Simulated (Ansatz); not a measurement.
## Bi, space group Im-3m: a relaxation of cell and ions, step by step

Program: Ansatz's Python interface.

Notebook, run cell by cell (the value of a cell's last expression is shown):

```python
import ansatz as az
from ase import Atoms
from ase.neighborlist import neighbor_list
import matplotlib.pyplot as plt
import numpy as np
```

```python
def edges_and_angles(cell):
    cell = np.asarray(cell)
    a, b, c = np.linalg.norm(cell, axis=1)
    cosines = cell[1] @ cell[2] / (b * c), cell[0] @ cell[2] / (a * c), cell[0] @ cell[1] / (a * b)
    return (a, b, c, *np.degrees(np.arccos(cosines)))
```

```python
atoms = Atoms(
    ["Bi"],
    scaled_positions=[
        (0.0, 0.0, 0.0),
    ],
    cell=[
        (-1.98143053, 1.98143053, 1.98143053),
        (1.98143053, -1.98143053, 1.98143053),
        (1.98143053, 1.98143053, -1.98143053),
    ],
    pbc=True,
)
bi = az.Crystal.from_ase(atoms)
```

```python
# every cell quantity that the symmetry leaves free
calc = (
    bi.calculation()
    .functional("PBE")
    .kpoints(mesh=(9, 9, 9))
    .occupations("fermi_dirac", width=0.05)
    .scf(tolerance=1e-07)
    .relax(force_tolerance=0.05, max_steps=40, cell=True)
)
steps = []
```

```python
def follow(event):
    if event["event"] != "relax_step":
        return
    row = event["data"]
    steps.append(row)
    print(f"step {row['step']:3d}  E = {row['lagrangian_ev']:.5f} eV  Fmax = {row['allowed_force_max_ev_ang']:.4f} eV/A  P = {row['pressure_gpa']:.3f} GPa")
```

```python
outcome = calc.session().plan(threads=1).execute(on_event=follow)
summary = outcome.report
```

    DeckWarning: basis.ecutwfc = 420 eV, auto-derived from the records' recommended cutoffs: set by Bi (normal level)
    DeckWarning: relax.cell: scf.convergence.dr2_threshold = 1e-7 eV (the SCF's general default) is looser than the 1e-10 eV advised for a relaxation that steers and ends on the stress (1e-10 eV for each [...]
    step   1  E = -12396.43323 eV  Fmax = 0.0000 eV/A  P = 0.865 GPa
    step   2  E = -12396.43435 eV  Fmax = 0.0000 eV/A  P = -0.193 GPa
    step   3  E = -12396.43444 eV  Fmax = 0.0000 eV/A  P = -0.006 GPa
    step   4  E = -12396.43454 eV  Fmax = 0.0000 eV/A  P = -0.008 GPa

```python
summary["converged"], summary["free_energy_ev"]
```

    (True, -12396.434542863917)

```python
first, last = steps[0], steps[-1]
symbols = [site.symbol for site in outcome.lattice.sites]
print(f"energy gained {first['lagrangian_ev'] - last['lagrangian_ev']:.4f} eV in {len(steps) - 1} steps")
for label, vectors in (("before", first["cell_ang"]), ("after", outcome.lattice.cell_ang)):
    print(label, "a b c (A) {:.4f} {:.4f} {:.4f}  angles {:.2f} {:.2f} {:.2f}".format(*edges_and_angles(vectors)), f" V = {abs(np.linalg.det(vectors)):.3f} A^3")
print("final stress (GPa):", np.round(np.diag(summary["stress_gpa"]), 3) + 0.0)
```

    energy gained 0.0013 eV in 3 steps
    before a b c (A) 3.4319 3.4319 3.4319  angles 109.47 109.47 109.47  V = 31.117 A^3
    after a b c (A) 3.4502 3.4502 3.4502  angles 109.47 109.47 109.47  V = 31.615 A^3
    final stress (GPa): [-0.008 -0.008 -0.008]

```python
final = Atoms(symbols, positions=last["positions_ang"], cell=outcome.lattice.cell_ang, pbc=True)
i, j, d = neighbor_list("ijd", final, 4.0)
for atom in range(len(final)):
    near = np.argsort(np.where(i == atom, d, np.inf))[:2]
    print(f"{symbols[atom]}{atom}:", ", ".join(f"{symbols[j[m]]} {d[m]:.3f}" for m in near if i[m] == atom))
```

    Bi0: Bi 3.450, Bi 3.450

```python
print("relaxed fractional positions")
for site in outcome.lattice.sites:
    print(f"  {site.symbol:2s}", " ".join(f"{v % 1:8.5f}" for v in np.round(site.position_frac, 5)))
```

    relaxed fractional positions
      Bi  0.00000  0.00000  0.00000

```python
moved = np.linalg.norm(np.array(last["positions_ang"]) - np.array(first["positions_ang"]), axis=1)
print("displacement by atom (A):", " ".join(f"{s}:{d:.3f}" for s, d in zip(symbols, moved)))
```

    displacement by atom (A): Bi:0.000

```python
fig, (top, bottom) = plt.subplots(2, 1, sharex=True, figsize=(4.5, 4))
top.plot([s["lagrangian_ev"] - last["lagrangian_ev"] for s in steps], "o-")
top.set_ylabel("E - E(final) (eV)")
bottom.semilogy([max(s["allowed_force_max_ev_ang"], 1e-6) for s in steps], "s-")
bottom.set(xlabel="step", ylabel="largest force (eV/A)")
fig.tight_layout()
fig.savefig("relax.png", dpi=100)
```

```python
for key in ("converged", "n_iterations", "n_electrons", "n_kpoints", "n_pw", "n_symmetry_ops", "free_energy_ev", "fermi_energy_ev"):
    print(f"{key:18s} {summary[key]}")
```

    converged          True
    n_iterations       2
    n_electrons        15.0
    n_kpoints          35
    n_pw               627
    n_symmetry_ops     48
    free_energy_ev     -12396.434542863917
    fermi_energy_ev    11.496338732459103

Total energies depend on the potentials; only differences at equal settings carry meaning. A total without «per atom» is that of the cell as typed. The mesh is modest for a metal, so energies can be off by several to tens of meV an atom and pressures by half a GPa or more; differences at equal mesh fare better. The zero of the levels is a convention of the potentials, so an absolute Fermi energy is no work function. Energies along a relaxation are free energies. Rows at an unchanged volume are solved on a plane-wave basis chosen afresh for that cell, so the energy jumps there and such rows are no steps of the walk. Edges and angles are those of the cell as typed, here a primitive one, not of the conventional cell. Spin-orbit coupling, which matters for elements this heavy, is left out. This isn't the structure that Bi takes at ambient conditions. Warnings are shown shortened and without file and line. Wall time of the script: 4.3 s on 1 thread of Arm Neoverse V1, with other jobs on the host, peak memory 0.42 GiB.

(Lines on the test bed's own set-up are left out of the output.)
